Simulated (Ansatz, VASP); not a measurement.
# One calculation of Na, two programs

```
Na
1.0
     0.00000    2.21412    2.21412
     2.21412    0.00000    2.21412
     2.21412    2.21412    0.00000
Na
1
Direct
  0.00000 0.00000 0.00000
```

Change from the starting cell: volume scaled by 0.65, PAW files.

Alike in both runs: task single point; functional LDA; k mesh 13 × 13 × 13; occupations fermi-dirac, width 0.05 eV; no spin polarisation.

```csv
,VASP,Ansatz
version,VASP 6.6.1,Ansatz 0.2.0
potentials or method,"VASP PAW LDA potentials, release 64 (Na_pv)","PAW with Ansatz's default frozen-core files, scalar-relativistic"
plane-wave cutoff (eV),520,420
valence electrons in the cell,7,9
```

Ansatz gave:

* pressure (GPa): 8.8

Question: What did VASP give for the same quantities?

Answer: Pressure (GPa): 8.7.

The two sets of potentials don't hold the same shells in valence.
